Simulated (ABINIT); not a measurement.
Crystal: Nb.

```
Nb
1.0
    -1.66395    1.66395    1.66395
     1.66395   -1.66395    1.66395
     1.66395    1.66395   -1.66395
Nb
1
Direct
  0.00000 0.00000 0.00000
```

Base run:

* Program: ABINIT 10.8.3 (patched build)
* Functional: PBEsol
* Potentials or basis: JTH PAW PBE v2.0
* Cutoff: 435 eV
* k mesh: 11 × 11 × 11
* Occupations: fermi-dirac, width 0.05 eV
* Spin: no spin polarisation

Its results: band gap on the k mesh none (metal or under the smearing width); pressure -8.2 GPa.

Question: The run is repeated on the same cell with these changes: potentials or basis from JTH PAW PBE v2.0 to PseudoDojo NC SR PBEsol v0.4 stringent; cutoff from 435 eV to 1116 eV. What comes out?

Answer: Band gap on the k mesh none (metal or under the smearing width); pressure -7.7 GPa.

Caveats: the PAW data sets were made with another functional, which shifts forces and pressure a little (some runs).
